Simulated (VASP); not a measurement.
# SnTe (Fm-3m) in VASP: further runs

The runs below take SnTe through relaxation of cell and atoms, single point, with PBE.

Everything below comes from runs of VASP 6.6.1. Logs are shortened: lines on timing, memory, paths and dates and some standing lists are left out, and cuts for length are marked.

**1. The structure**

Symmetry: Fm-3m, No. 225, cubic system. Conventional cell: a = 6.302 Å, b = 6.302 Å, c = 6.302 Å, α = 90.00°, β = 90.00°, γ = 90.00°. Te (site symmetry m-3m) has 6 Sn at 3.15 Å as nearest neighbours. Sn (site symmetry m-3m) has 6 Te at 3.15 Å as nearest neighbours.

**2. Relaxation of cell and atoms, PBE**

Input file INCAR:

```
SYSTEM = SnTe
PREC = Accurate ; ENCUT = 600
EDIFF = 1E-7 ; ISMEAR = -1
SIGMA = 0.05 ; LREAL = .False.
LASPH = .True. ; NELM = 100
ALGO = Normal ; ISIF = 3
LWAVE = .False. ; LCHARG = .False.
GGA = PE ; IBRION = 2
NSW = 40 ; EDIFFG = -0.01
```

Input file KPOINTS:

```
Automatic mesh
0
Gamma
  7 7 7
  0 0 0
```

Input file POSCAR:

```
SnTe
1.0
    0.0000000000      3.1508500000      3.1508500000
    3.1508500000      0.0000000000      3.1508500000
    3.1508500000      3.1508500000      0.0000000000
Te Sn
1 1
Direct
    0.5000000000      0.5000000000      0.5000000000
    0.0000000000      0.0000000000      0.0000000000
```

Potentials or basis: VASP PAW PBE potentials, release 54 (Te, Sn_d).

Run with:

```
> cat potpaw_PBE.54/Te/POTCAR potpaw_PBE.54/Sn_d/POTCAR > POTCAR
> mpirun -np 1 vasp_std > vasp.out
```

OUTCAR:

```text
SYSTEM = SnTe
   PREC = Accurate
   ENCUT = 600
   EDIFF = 1E-7
   ISMEAR = -1
   LREAL = .False.
   LASPH = .True.
   NELM = 100
   ISIF = 3
   GGA = PE
   IBRION = 2
   NSW = 40
   EDIFFG = -0.01

 ion  position               nearest neighbor table
   1  0.500  0.500  0.500-   2 3.15   2 3.15   2 3.15   2 3.15   2 3.15   2 3.15
   2  0.000  0.000  0.000-   1 3.15   1 3.15   1 3.15   1 3.15   1 3.15   1 3.15

  LATTYP: Found a face centered cubic cell.
 ALAT       =     6.3017000000

  Lattice vectors:

 A1 = (   0.0000000000,   3.1508500000,   3.1508500000)
 A2 = (   3.1508500000,   0.0000000000,   3.1508500000)
 A3 = (   3.1508500000,   3.1508500000,   0.0000000000)

Analysis of symmetry for initial positions (statically):
=====================================================================
 Subroutine PRICEL returns:
 Original cell was already a primitive cell.

 Routine SETGRP: Setting up the symmetry group for a
 face centered cubic supercell.

 Subroutine GETGRP returns: Found 48 space group operations
 (whereof 48 operations were pure point group operations)
 out of a pool of 48 trial point group operations.

The static configuration has the point symmetry O_h .

Analysis of symmetry for dynamics (positions and initial velocities):
=====================================================================
 Subroutine PRICEL returns:
 Original cell was already a primitive cell.

 Routine SETGRP: Setting up the symmetry group for a
 face centered cubic supercell.

 Subroutine GETGRP returns: Found 48 space group operations
 (whereof 48 operations were pure point group operations)
 out of a pool of 48 trial point group operations.

The dynamic configuration has the point symmetry O_h .

 Subroutine INISYM returns: Found 48 space group operations
 (whereof 48 operations are pure point group operations),
 and found     1 'primitive' translations

----------------------------------------------------------------------------------------

                                     Primitive cell

  volume of cell :      62.5624

  direct lattice vectors                    reciprocal lattice vectors
     0.000000000  3.150850000  3.150850000    -0.158687338  0.158687338  0.158687338
     3.150850000  0.000000000  3.150850000     0.158687338 -0.158687338  0.158687338
     3.150850000  3.150850000  0.000000000     0.158687338  0.158687338 -0.158687338

  length of vectors
     4.455974803  4.455974803  4.455974803     0.274854533  0.274854533  0.274854533

  position of ions in fractional coordinates (direct lattice)
     0.500000000  0.500000000  0.500000000
     0.000000000  0.000000000  0.000000000

  ion indices of the primitive-cell ions
   primitive index   ion index
                 1           1
                 2           2

----------------------------------------------------------------------------------------

 KPOINTS: Automatic mesh

Automatic generation of k-mesh.
 Grid dimensions read from file:
 generate k-points for:    7    7    7

 Generating k-lattice:

  Cartesian coordinates                     Fractional coordinates (reciprocal lattice)
    -0.022669620  0.022669620  0.022669620     0.142857143  0.000000000  0.000000000
     0.022669620 -0.022669620  0.022669620     0.000000000  0.142857143  0.000000000
     0.022669620  0.022669620 -0.022669620     0.000000000  0.000000000  0.142857143

  Length of vectors
     0.039264933  0.039264933  0.039264933

  Shift w.r.t. Gamma in fractional coordinates (k-lattice)
     0.000000000  0.000000000  0.000000000

 Subroutine IBZKPT returns following result:
 ===========================================

 Found     20 irreducible k-points:

 Following reciprocal coordinates:
            Coordinates               Weight
  0.000000  0.000000  0.000000      1.000000
  0.142857  0.000000  0.000000      8.000000
  0.285714  0.000000  0.000000      8.000000
  0.428571  0.000000  0.000000      8.000000
  0.142857  0.142857  0.000000      6.000000
  0.285714  0.142857  0.000000     24.000000
[... 12 lines left out ...]
 -0.428571  0.428571  0.142857     24.000000
 -0.285714  0.428571  0.142857     24.000000
   k-points           NKPTS =     20   k-points in BZ     NKDIM =     20   number of bands    NBANDS=     14
   number of dos      NEDOS =    301   number of ions     NIONS =      2
   total plane-waves  NPLWV =  46656
   dimension x,y,z NGX =    36 NGY =   36 NGZ =   36
   dimension x,y,z NGXF=    72 NGYF=   72 NGZF=   72
   ions per type =               1   1
   NGX,Y,Z   is equivalent  to a cutoff of  13.43, 13.43, 13.43 a.u.
   NGXF,Y,Z  is equivalent  to a cutoff of  26.86, 26.86, 26.86 a.u.
 SYSTEM =  SnTe
   PREC   = accura    normal or accurate (medium, high low for compatibility)
   ISTART =      0    job   : 0-new  1-cont  2-samecut
   ICHARG =      2    charge: 1-file 2-atom 10-const
   ISPIN  =      1    spin polarized calculation?
   LNONCOLLINEAR =      F non collinear calculations
   LSORBIT =      F    spin-orbit coupling
   LASPH  =      T    aspherical Exc in radial PAW
   ENCUT  =  600.0 eV  44.10 Ry    6.64 a.u.   8.90  8.90  8.90*2*pi/ulx,y,z
   NELM   =    100;   NELMIN=  2; NELMDL= -5     # of ELM steps
   EDIFF  = 0.1E-06   stopping-criterion for ELM
   LREAL  =      F    real-space projection
   EDIFFG = -.1E-01   stopping-criterion for IOM
   NSW    =     40    number of steps for IOM
   IBRION =      2    ionic relax: 0-MD 1-quasi-New 2-CG
   NFREE  =      1    steps in history (QN), initial steepest desc. (CG)
   ISIF   =      3    stress and relaxation
   ISYM   =      2    0-nonsym 1-usesym 2-fastsym
   POTIM  = 0.5000    time-step for ionic-motion
   TEBEG  =    0.0;   TEEND  =   0.0 temperature during run
   PSTRESS=    0.0 pullay stress
   NELECT =      20.0000    total number of electrons
   NUPDOWN=      -1.0000    fix difference up-down
   EMIN   =  10.00;   EMAX   =-10.00  energy-range for DOS
   EFERMI =   0.00;   METHOD = LEGACY
   ISMEAR =    -1;   SIGMA  =   0.05  broadening in eV -4-tet -1-fermi 0-gaus
   EFERMI_NEDOS =   21; number of points for ismear=-14 and -15
   IALGO  =     38    algorithm
   IMIX   =      4    mixing-type and parameters
     AMIX     =   0.40;   BMIX     =  1.00
     AMIX_MAG =   1.60;   BMIX_MAG =  1.00
  volume/ion in A,a.u.               =      31.28       211.10
  Fermi-wavevector in a.u.,A,eV,Ry     =   1.119387  2.115336 17.048485  1.253028
  Thomas-Fermi vector in A             =   2.256026
   LORBIT       =      0    0 simple, 1 ext, 2 COOP (PROOUT), +10 PAW based schemes
   GGA     = PE    functional components
   LHFCALC =     F    Hartree Fock is set to
   AEXX    =    0.0000 exact exchange contribution
   IVDW    =     0    specifies the selected vdW correction
   LEPSILON=     F    determine dielectric tensor
   LRPA    =     F    only Hartree local field effects (RPA)
 conjugate gradient relaxation of ions
 non-spin polarized calculation
  energy-cutoff  :      600.00
  volume of cell :       62.56
 maximum number of plane-waves:      2106
   NGX = 17   NGY = 17   NGZ = 17

--------------------------------------- Ionic step        1  -------------------------------------------

 number of electron      19.9999998 magnetization

 Free energy of the ion-electron system (eV)
  ---------------------------------------------------
  ext. energy  EPLUGINS =         0.00000000
  ---------------------------------------------------
  free energy    TOTEN  =        -7.54738186 eV

  energy without entropy =       -7.54730906  energy(sigma->0) =       -7.54734546

------------------------ aborting loop because EDIFF is reached ----------------------------------------

  FORCE on cell =-STRESS in cart. coord.  units (eV):
  Direction    XX          YY          ZZ          XY          YZ          ZX
  --------------------------------------------------------------------------------------
  -------------------------------------------------------------------------------------
  Total        0.8697468      0.8697468      0.8697468      0.0000000      0.0000000     -0.0000000
  in kB       22.2735904     22.2735904     22.2735904      0.0000000      0.0000000     -0.0000000
  external PRESSURE =      22.2735904 kB  Pullay stress =       0.0000000 kB

 VOLUME and BASIS-vectors are now :
 -----------------------------------------------------------------------------
  energy-cutoff  :      600.00
  volume of cell :       62.56
      direct lattice vectors                 reciprocal lattice vectors
     0.000000000  3.150850000  3.150850000    -0.158687338  0.158687338  0.158687338
     3.150850000  0.000000000  3.150850000     0.158687338 -0.158687338  0.158687338
     3.150850000  3.150850000  0.000000000     0.158687338  0.158687338 -0.158687338
[... 37 lines left out ...]
 POSITION                                       TOTAL-FORCE (eV/Angst)
 -----------------------------------------------------------------------------------
      3.21695      3.21695      3.21695        -0.000000      0.000000      0.000000
      3.21695      3.21695      6.43391         0.000000     -0.000000     -0.000000
 -----------------------------------------------------------------------------------
    total drift:                                0.000000      0.000000      0.000000

  FREE ENERGIE OF THE ION-ELECTRON SYSTEM (eV)
  ---------------------------------------------------
  free  energy   TOTEN  =        -7.5670190545 eV

  energy  without entropy=       -7.5669638056  energy(sigma->0) =       -7.56699143

--------------------------------------- Ionic step        3  -------------------------------------------

 number of electron      20.0000005 magnetization

 Free energy of the ion-electron system (eV)
  ---------------------------------------------------
  ext. energy  EPLUGINS =         0.00000000
  ---------------------------------------------------
  free energy    TOTEN  =        -7.56839296 eV

  energy without entropy =       -7.56833455  energy(sigma->0) =       -7.56836376

 E-fermi :   6.3961     XC(G=0):  -9.2763

 val. band max:        6.0682760197   @ k =   0.4286   0.0000   0.0000
 cond. band min:       6.7320186946   @ k =   0.4286   0.0000   0.0000
 fundamental gap:      0.6637426749
 Fermi energy:         6.3960994229

 k-point     1 :       0.0000    0.0000    0.0000
  band No.  band energies     occupation
      1     -15.5349      2.00000
      2     -15.5349      2.00000
      3     -15.5315      2.00000
      4     -15.5315      2.00000
      5     -15.5315      2.00000
      6      -6.0976      2.00000
      7       1.4866      2.00000
      8       4.3396      2.00000
      9       4.3396      2.00000
     10       4.3396      2.00000
     11       9.5968      0.00000
     12       9.5968      0.00000
     13       9.5968      0.00000
     14      11.1920      0.00000

 k-point     2 :       0.1429    0.0000    0.0000
  band No.  band energies     occupation
      1     -15.5355      2.00000
      2     -15.5355      2.00000
      3     -15.5313      2.00000
      4     -15.5306      2.00000
      5     -15.5306      2.00000
      6      -5.9395      2.00000
      7       0.7481      2.00000
      8       4.3703      2.00000
      9       4.3703      2.00000
     10       4.8337      2.00000
[... 330 lines left out ...]
 POSITION                                       TOTAL-FORCE (eV/Angst)
 -----------------------------------------------------------------------------------
      3.20301      3.20301      3.20301         0.000000      0.000000      0.000000
      0.00000      0.00000     -0.00000        -0.000000      0.000000     -0.000000
 -----------------------------------------------------------------------------------
    total drift:                               -0.000000      0.000000      0.000000

  FREE ENERGIE OF THE ION-ELECTRON SYSTEM (eV)
  ---------------------------------------------------
  free  energy   TOTEN  =        -7.5683929630 eV

  energy  without entropy=       -7.5683345536  energy(sigma->0) =       -7.56836376

 reached required accuracy - stopping structural energy minimisation
```

It took 22 s on 1 thread of Intel Xeon 6975P-C (Granite Rapids), shared host; peak memory 0.22 GiB.

Results:

```
Free energy                            : -7.5684 eV
Relaxed volume                         : 32.86 Å³/atom
Relaxed cell                           : a = 4.530 Å, b = 4.530 Å, c = 4.530 Å, α = 60.00°, β = 60.00°, γ = 60.00°
Space group after relaxing (to 0.05 Å) : Fm-3m (No. 225)
Energy gained by relaxing              : 10.5 meV/atom
Ionic steps                            : 3
Pressure after relaxing                : 0.0 GPa
```

The path:
```csv
step,energy change (eV),largest force (eV/Å),pressure (GPa),volume (Å³)
1,0.0000,0.0000,2.23,62.56
2,-0.0196,0.0000,-0.50,66.58
3,-0.0210,0.0000,0.00,65.72
```

Final structure:
```yaml
crystal:
  lattice:
    - [0.00000, 3.20301, 3.20301]
    - [3.20301, 0.00000, 3.20301]
    - [3.20301, 3.20301, 0.00000]
  atoms:
    - { symbol: Te, position: [0.50000, 0.50000, 0.50000] }
    - { symbol: Sn, position: [0.00000, 0.00000, 0.00000] }
```

Levels at points of the mesh, in eV from the Fermi level:
```
           k point  band 8  band 9  band 10  band 11  band 12  band 13
(0.00, 0.00, 0.00)   -2.06   -2.06    -2.06     3.20     3.20     3.20
```

Caveat: this odd mesh misses L, where the gap lies, so gap, dielectric constants and Born charges aren't listed. The run has no spin-orbit coupling, so splittings on Te are missing.

**3. Relaxation of cell and atoms, PBE**

Input file INCAR:

```
ALGO = Normal
EDIFF = 1E-6
EDIFFG = -0.005
ENCUT = 580
GGA = PE
IBRION = 2
ISIF = 3
ISMEAR = -1
LASPH = True
LCHARG = False
LREAL = False
LWAVE = False
NELM = 60
NSW = 40
PREC = Accurate
SIGMA = 0.05
```

Input file KPOINTS:

```
k-points
0
Gamma
  7 7 7
```

POSCAR is that of step 2.

Potentials or basis: VASP PAW PBE potentials, release 54 (Te, Sn).

Run with:

```
> cat potpaw_PBE.54/Te/POTCAR potpaw_PBE.54/Sn/POTCAR > POTCAR
> mpirun -np 1 vasp_std > vasp.out
```

It took 14 s on 1 thread of Intel Xeon 6975P-C (Granite Rapids), shared host; peak memory 0.22 GiB.

Results (log left out):

```
Free energy                            : -7.5645 eV
Relaxed volume                         : 32.78 Å³/atom
Relaxed cell                           : a = 4.526 Å, b = 4.526 Å, c = 4.526 Å, α = 60.00°, β = 60.00°, γ = 60.00°
Space group after relaxing (to 0.05 Å) : Fm-3m (No. 225)
Energy gained by relaxing              : 9.6 meV/atom
Ionic steps                            : 3
Pressure after relaxing                : 0.0 GPa
```

The path:
```csv
step,energy change (eV),largest force (eV/Å),pressure (GPa),volume (Å³)
1,0.0000,0.0000,2.14,62.56
2,-0.0179,0.0000,-0.50,66.42
3,-0.0192,0.0000,0.01,65.57
```

Final structure:
```
Te Sn
1.0
     0.00000    3.20053    3.20053
     3.20053    0.00000    3.20053
     3.20053    3.20053    0.00000
Te Sn
1 1
Cartesian
  3.2005 3.2005 3.2005
  0.0000 0.0000 0.0000
```

Levels at points of the mesh, in eV from the Fermi level:
| k point | band 1 | band 2 | band 3 | band 4 | band 5 | band 6 | band 7 | band 8 | band 9 |
| --- | --- | --- | --- | --- | --- | --- | --- | --- | --- |
| (0.00, 0.00, 0.00) | -12.51 | -4.90 | -2.06 | -2.06 | -2.06 | 3.21 | 3.21 | 3.21 | 4.78 |

Caveat: this odd mesh misses L, where the gap lies, so gap, dielectric constants and Born charges aren't listed. PBE usually gives volumes a little too large and moduli too small.

**4. Single point, PBE**

Input file INCAR:

```
PREC = Accurate ; ENCUT = 520
EDIFF = 1E-6 ; ISMEAR = 0
SIGMA = 0.012 ; LREAL = False
LASPH = True ; NELM = 100
ALGO = Fast ; ISIF = 2
LWAVE = False ; LCHARG = False
GGA = PE ; NBANDS = 17
```

Input file KPOINTS:

```
Automatic mesh
0
Gamma
  7 7 7
```

POSCAR is that of step 3.

Potentials or basis: VASP PAW PBE potentials, release 64 (Te, Sn_d).

Run with:

```
> cat potpaw_PBE.64/Te/POTCAR potpaw_PBE.64/Sn_d/POTCAR > POTCAR
> mpirun -np 1 vasp_std > vasp.out
```

Run time: 12 s. Hardware: 1 thread of Intel Xeon 6975P-C (Granite Rapids), shared host; peak memory 0.2 GiB.

It converged, with:

```yaml
Free_energy: -7.5473 eV
Pressure: 2.2 GPa
```

Levels at points of the mesh, in eV from the Fermi level:
```
           k point  band 8  band 9  band 10  band 11  band 12  band 13
(0.00, 0.00, 0.00)   -2.01   -2.01    -2.01     3.49     3.49     3.49
```

Caveat: this odd mesh misses L, where the gap lies, so gap, dielectric constants and Born charges aren't listed. The run has no spin-orbit coupling, so splittings on Te are missing.

**5. For comparison**

An earlier run on the cell as given: functional PBE; potentials or basis VASP PAW PBE potentials, release 64 (Te, Sn_d); cutoff 520 eV; k mesh 7 × 7 × 7; occupations fermi-dirac, width 0.05 eV; no spin polarisation.

* Pressure: 2.2 GPa

**6. Overview**

| task | potentials or basis | cell | cutoff (eV) | smearing | pressure (GPa) | relaxed volume (Å³/atom) |
| --- | --- | --- | --- | --- | --- | --- |
| relaxation of cell and atoms | VASP PAW PBE potentials, release 54 (Te, Sn_d) | relaxed | 600 | fermi-dirac 0.05 eV | 0.0 | 32.86 |
| relaxation of cell and atoms | VASP PAW PBE potentials, release 54 (Te, Sn) | relaxed | 580 | fermi-dirac 0.05 eV | 0.0 | 32.78 |
| single point | VASP PAW PBE potentials, release 64 (Te, Sn_d) | as given | 520 | gaussian 0.012 eV | 2.2 | - |
| single point | VASP PAW PBE potentials, release 64 (Te, Sn_d) | as given | 520 | fermi-dirac 0.05 eV | 2.2 | - |

Alike in all rows: level PBE; no spin polarisation; k mesh 7 × 7 × 7.

Total energies depend on the potentials used, so only differences within one code and one set of settings carry meaning.
